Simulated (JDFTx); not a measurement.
BAs:

```
As B
1.0
     0.00000    2.38850    2.38850
     2.38850    0.00000    2.38850
     2.38850    2.38850    0.00000
As B
1 1
Direct
  0.75000 0.75000 0.75000
  0.00000 0.00000 0.00000
```

Base run:

```yaml
Program: JDFTx 1.7.0 (patched build)
Functional: PBE
Potentials_or_basis: PseudoDojo-SR-PBE-0.5-standard
Cutoff: 1143 eV
Density_cutoff: 4572 eV
k_mesh: 10 × 10 × 10
Occupations: fermi-dirac, width 0.05 eV
Spin: no spin polarisation
```

Its results: band gap on the k mesh 1.20 eV, indirect (least direct gap 3.29 eV); pressure 2.7 GPa.

**Question.** After a change of settings the same cell gave: band gap on the k mesh 1.14 eV, indirect (least direct gap 3.26 eV); pressure -4.2 GPa. Which change was it?
A. functional from PBE to LDA; potentials or basis from PseudoDojo-SR-PBE-0.5-standard to PseudoDojo-SR-LDA-0.4.1-standard with smoothed tails; cutoff from 1143 eV to 1088 eV; density cutoff from 4572 eV to 8708 eV
B. functional from PBE to r2SCAN; potentials or basis from PseudoDojo-SR-PBE-0.5-standard to SG15-PBE-1.2 with smoothed tails; cutoff from 1143 eV to 1088 eV; density cutoff from 4572 eV to 8708 eV; valence electrons from 18 to 8
C. functional from PBE to BLYP; potentials or basis from PseudoDojo-SR-PBE-0.5-standard to PseudoDojo-SR-PBE-0.5-standard with smoothed tails; density cutoff from 4572 eV to 9143 eV
D. potentials or basis from PseudoDojo-SR-PBE-0.5-standard to PseudoDojo-FR-PBE-0.4-standard; density cutoff from 4572 eV to 9143 eV; spin from no spin polarisation to spin-orbit coupling, no magnetisation

**Answer.** A.

Not every run made on this cell is shown here.
